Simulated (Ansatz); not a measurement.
A plane-wave DFT run in Ansatz 0.2.0 (scalar-relativistic PAW potentials unless the input names others): input and command.

```yaml
crystal:
  lattice:
    - [0.0, 2.9270851505, 2.9270851505]
    - [2.9270851505, 0.0, 2.9270851505]
    - [2.9270851505, 2.9270851505, 0.0]
  atoms:
    - { symbol: K, position: [0.0, 0.0, 0.0] }
    - { symbol: Br, position: [0.5, 0.5, 0.5] }
basis:
  ecutwfc: 420
kpoints:
  mp_grid: { grid: [6, 6, 6], kspacing: 0.3 }
hamiltonian:
  xc: pbesol
scf:
  occupations: { method: fixed }
  max_iter: 50
output:
  forces: true
  eigenvalues: true
  stress: true
```

```bash
ansatz run input.yaml --threads 1 --pin off --max-ram 1228MiB --backend cpu --events-out ev --progress --plain --runs-dir out
```

Question: What is wrong with this input?

Answer: The program refuses it, because of a mesh typed together with a spacing (kpoints.mp_grid.kspacing: not typed → 0.3). Without that key it is accepted.

Abridged log:
```
Error: invalid value for `kpoints.mp_grid.kspacing`: mutually exclusive with `grid` — set one or the other
```